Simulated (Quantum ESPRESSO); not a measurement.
**CuI (Marshite): phonons with PBEsol**

**Measured values to compare with.**

A printed reference work, data compilation reports, for a bulk crystal of CuI: high-frequency dielectric constant 4.84.

Crystal: CuI (Marshite).

```
I Cu
1.0
     0.00000    3.03150    3.03150
     3.03150    0.00000    3.03150
     3.03150    3.03150    0.00000
I Cu
1 1
Direct
  0.00000 0.00000 0.00000
  0.75000 0.75000 0.75000
```

```yaml
Program: Quantum ESPRESSO 7.5
Task: phonons
Functional: PBEsol
Potentials_or_basis: GBRV 1.5 PBEsol
Cutoff: 612 eV
Density_cutoff: 4898 eV
k_mesh: 6 × 6 × 6, shifted
Occupations: fermi-dirac, width 0.05 eV
Spin: no spin polarisation
Mixing_beta: 0.5
Most_SCF_iterations: 120
SCF_threshold: 4e-10 Ry
```

The relaxed volume is 26.05 Å³/atom and the relaxed cell is a = 4.192 Å, b = 4.192 Å, c = 4.192 Å, α = 60.00°, β = 60.00°, γ = 60.00°. The space group after relaxing (to 0.05 Å) is F-43m (No. 216). The pressure after relaxing is 0.1 GPa and the electronic dielectric tensor (diagonal) is 6.72. The born charges (mean of the diagonal) is I -0.99; Cu +0.90 e. The highest phonon frequency at Γ, LO-TO splitting left out is 146 cm⁻¹ and the static dielectric tensor (diagonal) is 7.66.

Step by step:
| step | energy change (eV) | largest force (eV/Å) | pressure (GPa) | volume (Å³) |
| --- | --- | --- | --- | --- |
| 1 | 0.0000 | 0.0000 | -2.79 | 55.72 |
| 2 | -0.0126 | 0.0000 | -2.32 | 54.93 |
| 3 | -0.0263 | 0.0000 | -1.45 | 53.76 |
| 4 | -0.0341 | 0.0000 | 0.05 | 52.04 |
| 5 | -0.0341 | 0.0000 | 0.00 | 52.09 |

Final structure:
```xyz
2
Lattice="0.0000 2.9643 2.9643 2.9643 0.0000 2.9643 2.9643 2.9643 0.0000" Properties=species:S:1:pos:R:3 pbc="T T T"
I     0.0000    0.0000    0.0000
Cu    4.4464    4.4464    4.4464
```

Levels at points of the mesh, in eV from the valence-band top:
```csv
k point,band 10,band 11,band 12,band 13,band 14,band 15,band 16,band 17
"(0.08, 0.08, 0.08)",-2.11,-0.35,0.00,0.00,1.67,4.74,4.93,4.93
```

Phonon frequencies in cm⁻¹ (negative: imaginary):
```csv
q point,frequencies
"(0.000, 0.000, 0.000)",-12 -12 -12 146 146 146
```

Electronic dielectric tensor:
```
6.72 0.00 0.00
0.00 6.72 0.00
0.00 0.00 6.72
```

Born effective charge tensors (e):
atom 1, I
```
-0.99  0.00  0.00
 0.00 -0.99  0.00
 0.00  0.00 -0.99
```
atom 2, Cu
```
0.90 0.00 0.00
0.00 0.90 0.00
0.00 0.00 0.90
```

Optical modes at Γ, degenerate ones joined, polar ones without the macroscopic field:
| cm⁻¹ | components | symmetry | active in | IR intensity, summed ((D/Å)²/amu) |
| --- | --- | --- | --- | --- |
| 147 | 3 | T2 | IR and Raman | 1.47 |

Zone-centre frequencies without and with the macroscopic field along z (cm⁻¹):
```csv
,optical modes in rising order
without,147 147 147
with the field,147 147 156
```

Static dielectric tensor, electrons and zone-centre modes:
```
7.66 0.00 0.00
0.00 7.66 0.00
0.00 0.00 7.66
```

Run time: 11 min on 1 thread of Intel(R) Xeon(R) Platinum 8488C (Sapphire Rapids) (shared host), peak memory 0.21 GiB.

Against the measured high-frequency dielectric constant of CuI, 4.84 (a printed reference work, data compilation), the calculated 6.72 is off by +38.9 %. So large a miss can be the level of theory's own, or it may mean another phase, state or a wrong row.

Caveat: the Born charges break their sum rule by 0.09 e, a sign of too thin a mesh. Spin-orbit coupling is left out, which matters for the levels of I.
